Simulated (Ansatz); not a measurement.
Task: the levels without and with spin-orbit coupling of CuI, space group R-3m, with the Ansatz DFT code, driven from Python. Give the script and its output. Level of theory (first run): PBEsol, PAW, cutoff 476 eV, 6×6×6 k-points, Fermi-Dirac smearing of 0.05 eV.

```
Cu I
1.0
     2.07750    1.19945    6.82667
    -2.07750    1.19945    6.82667
     0.00000   -2.39889    6.82667
Cu I
2 2
Direct
  0.12930 0.12930 0.12930
  0.87070 0.87070 0.87070
  0.00000 0.00000 0.00000
  0.50000 0.50000 0.50000
```

The script, `cui_soc.py`:
```python
"""Levels of CuI without and with spin-orbit coupling."""

from dataclasses import dataclass

import ansatz as az
import numpy as np


@dataclass(frozen=True)
class Settings:
    filling: str = "fermi_dirac"
    sigma: float = 0.05
    functional: str = "pbesol"
    kmesh: tuple[int, ...] = (6, 6, 6)


opts = Settings()

vectors = np.array([
    [2.0775, 1.19944518, 6.82666667],
    [-2.0775, 1.19944518, 6.82666667],
    [0.0, -2.39889037, 6.82666667],
])
crystal = (
    az.Lattice.of(vectors)
    .atom("Cu", [0.1293, 0.1293, 0.1293])
    .atom("Cu", [0.8707, 0.8707, 0.8707])
    .atom("I", [0.0, 0.0, 0.0])
    .atom("I", [0.5, 0.5, 0.5])
)

base = (
    crystal.calculation()
    .basis(35 * az.Ry)
    .occupations(opts.filling, width=opts.sigma)
    .functional(opts.functional)
    .kpoints(*opts.kmesh)
    .band_table()
)
for label, variant in (("scalar-relativistic", base), ("spin-orbit", base.spin(soc=True))):
    rep = variant.run(threads=1, pin="off").report
    zero = rep["band_edges_ev"][0] if rep.get("band_edges_ev") else rep["fermi_energy_ev"]
    near = [round(e - zero, 3) for e in rep["eigenvalues_ev"][0] if abs(e - zero) < 2]
    print(label)
    print("  band edges (eV):", [round(e, 3) for e in rep.get("band_edges_ev") or []] or "none reported")
    print("  levels at k =", rep["kpoints_frac"][0], "within 2 eV of the zero:", near)
```

```console
$ python cui_soc.py
scalar-relativistic
  band edges (eV): none reported
  levels at k = [0.0, 0.0, 0.0] within 2 eV of the zero: [-0.979, -0.979, -0.535, -0.495, 0.025, 0.025]
spin-orbit
  band edges (eV): none reported
  levels at k = [0.0, 0.0, 0.0] within 2 eV of the zero: [-1.219, -1.219, -0.974, -0.974, -0.94, -0.94, -0.591, -0.591, -0.182, -0.182, 0.22, 0.22]
```

Reading the output:
- Without a Hubbard U or exact exchange, semilocal functionals often make such 3d compounds metallic or too weakly gapped.
- The starting cell is as deposited in a crystallographic database; the results hold for this polymorph, which needn't be the stable one.
- Levels are Kohn-Sham eigenvalues on this mesh.
- With spin-orbit coupling each level holds one electron and, with inversion or at time-reversal points, comes in pairs; a window in energy can cut a split set.
- Hardware and time: 71 s on 1 thread of Arm Neoverse V2, on a shared host, peak memory 0.98 GiB.
